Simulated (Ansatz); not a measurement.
Runs of Ansatz 0.2.0 on TiO. The structure is hexagonal, space group P-6m2 (No. 187). Conventional cell: a = 3.031 Å, b = 3.031 Å, c = 3.238 Å, α = 90.00°, β = 90.00°, γ = 120.00°. Ti (site symmetry -6m2) has 6 O at 2.38 Å as nearest neighbours. O (site symmetry -6m2) is surrounded by 6 Ti at 2.38 Å. 

```tsv
task	level	cell	cutoff (eV)	gap on the mesh (eV)	pressure (GPa)	relaxed volume (Å³/atom)
relaxation of cell and atoms	HSEsol	relaxed	420	none	0.0	9.22
relaxation of cell and atoms	HF	relaxed	420	(a)	0.0	11.37
single point	r2SCANh	as given	500	0.58	-41.6	-
single point	r2SCAN0	as given	500	1.31	-44.6	-
```

Alike in all rows: potentials or basis Ansatz PAW; no spin polarisation; k mesh 5 × 5 × 4; smearing fermi-dirac 0.05 eV; the mesh is coarse, so values aren't converged.

Task: Fill in the values left out.

Result: (a) 7.09.

Caveats: all runs use coarse meshes; the PAW data sets come from PBE, with cores solved anew for the run's functional, which leaves a small shift of forces and pressure; odd divisions of the mesh miss points on the zone boundary, where band edges often lie, so the gap on the mesh can be too wide (some runs); the plane-wave basis is chosen anew once the cell has moved, so the energies of steps on either side of that aren't comparable (some runs); a pressure of tens of GPa on the cell as given is suspect, and the run, the potentials or the cell itself is likely at fault (some runs); the thresholds are loose for stress (some runs); the volume moved by over 15 % at a fixed basis, so the end points are rough (some runs); the volume moved by -28 % from the deposited cell, more than functionals usually miss (some runs).

A k mesh can miss the band edges.

A gap of «none» marks a metal or a gap under the smearing width.
